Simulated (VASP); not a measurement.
Write the native input for VASP 6.6.1 that does the following.

| Quantity | Value |
| --- | --- |
| Task | dielectric tensor |
| Functional | PBEsol |
| Dispersion | D3(BJ) |
| Potentials or basis | VASP PAW PBE potentials, release 64 (Br, K_sv) |
| Cutoff | 520 eV |
| k mesh | 7 × 7 × 7 |
| Occupations | fermi-dirac, width 0.02 eV |
| Spin | no spin polarisation |
| Further INCAR settings | ALGO = Normal; EDIFF = 1e-08 |

The structure of KBr lies in KBr.cif:

```cif
data_KBr
_cell_length_a 4.04349900
_cell_length_b 4.04349900
_cell_length_c 4.04349900
_cell_angle_alpha 90.00000000
_cell_angle_beta 90.00000000
_cell_angle_gamma 90.00000000
_space_group_name_H-M_alt 'Pm-3m'
_space_group_name_Hall '-P 4 2 3'
_space_group_IT_number 221
loop_
_space_group_symop_operation_xyz
'x,y,z'
'-x,-y,-z'
'-y,x,z'
'y,-x,-z'
'-x,-y,z'
'x,y,-z'
'y,-x,z'
'-y,x,-z'
'x,-y,-z'
'-x,y,z'
'-y,-x,-z'
'y,x,z'
'-x,y,-z'
'x,-y,z'
'y,x,-z'
'-y,-x,z'
'z,x,y'
'-z,-x,-y'
'z,-y,x'
'-z,y,-x'
'z,-x,-y'
'-z,x,y'
'z,y,-x'
'-z,-y,x'
'-z,x,-y'
'z,-x,y'
'-z,-y,-x'
'z,y,x'
'-z,-x,y'
'z,x,-y'
'-z,y,x'
'z,-y,-x'
'y,z,x'
'-y,-z,-x'
'x,z,-y'
'-x,-z,y'
'-y,z,-x'
'y,-z,x'
'-x,z,y'
'x,-z,-y'
'-y,-z,x'
'y,z,-x'
'-x,-z,-y'
'x,z,y'
'y,-z,-x'
'-y,z,x'
'x,-z,y'
'-x,z,-y'
loop_
_atom_site_label
_atom_site_type_symbol
_atom_site_symmetry_multiplicity
_atom_site_Wyckoff_symbol
_atom_site_fract_x
_atom_site_fract_y
_atom_site_fract_z
_atom_site_occupancy
Br1 Br 1 b 0.5000000000 0.5000000000 0.5000000000 1
K1 K 1 a 0.0000000000 0.0000000000 0.0000000000 1
```

The structure of KBr lies in POSCAR:

```
Br K 
 1.0000000000000000
     4.0434989999999997    0.0000000000000000    0.0000000000000000
     0.0000000000000000    4.0434989999999997    0.0000000000000000
     0.0000000000000000    0.0000000000000000    4.0434989999999997
 Br  K  
   1   1
Cartesian
  2.0217494999999999  2.0217494999999999  2.0217494999999999
  0.0000000000000000  0.0000000000000000  0.0000000000000000
```

Measurements of this composition are mostly on another form, of space group No. 225.

One way to write it, as run:

INCAR

```
PREC = Accurate ; ENCUT = 520
EDIFF = 1E-8 ; ISMEAR = -1
SIGMA = 0.02 ; LREAL = F
LASPH = T ; NELM = 60
ALGO = Normal ; ISIF = 2
LWAVE = F ; LCHARG = F
GGA = PS ; IVDW = 12
LEPSILON = T
```

KPOINTS

```
regular mesh
0
Gamma
  7 7 7
```

Potentials or basis: VASP PAW PBE potentials, release 64 (Br, K_sv).

The run is started by

```sh
$ ase convert -i cif -o vasp KBr.cif POSCAR
$ cat potpaw_PBE.64/Br/POTCAR potpaw_PBE.64/K_sv/POTCAR > POTCAR
$ mpirun -np 1 vasp_std > vasp.out
```

Results of the run:

```json
{"Band gap on the k mesh": "3.73 eV, indirect (least direct gap 3.97 eV)", "Electronic dielectric tensor (diagonal)": "2.86", "Born charges (mean of the diagonal)": "Br -1.22; K +1.22 e", "Dispersion energy per atom": "-0.222 eV"}
```

Caveat: an odd mesh through Γ misses points on the zone boundary, where band edges often lie.

Wall time 2.4 min on 1 thread of Intel(R) Xeon(R) 6975P-C (Granite Rapids), on a shared host, peak memory 0.24 GiB.
